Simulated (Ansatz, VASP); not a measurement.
**One calculation of Ba, two programs**

```
Ba
1.0
     4.36537    0.00000    0.00000
    -2.18268    3.78052    0.00000
     0.00000    0.00000   15.47982
Ba
4
Direct
  0.33333 0.66667 0.37979
  0.66667 0.33333 0.87979
  0.66667 0.33333 0.62021
  0.33333 0.66667 0.12021
```

Alike in both runs: functional PBE; k mesh 9 × 9 × 6; occupations gaussian, width 0.1 eV; no spin polarisation.

Ansatz relaxed the structure, and its values are those at the end. VASP's run is a single point on that final structure, the one shown.

|  | VASP | Ansatz |
| --- | --- | --- |
| version | VASP 6.6.1 | Ansatz 0.2.0 |
| potentials or method | VASP PAW PBE potentials, release 64 (Ba_sv) | scalar-relativistic, plane waves, PAW |
| plane-wave cutoff (eV) | 520 | 420 |
| valence electrons in the cell | 40 | 40 |

```tsv
	VASP	Ansatz	Ansatz less VASP
gap on the k mesh at the Fermi level (eV)	none	none	-
pressure (GPa)	0.1	0.0	-0.06
rms of the force components (eV/Å)	0.005	0.002	-0.0028
```

A gap of «none» marks a metal or a gap that the smearing closes.

Spin-orbit coupling is left out, which matters for the levels of Ba.
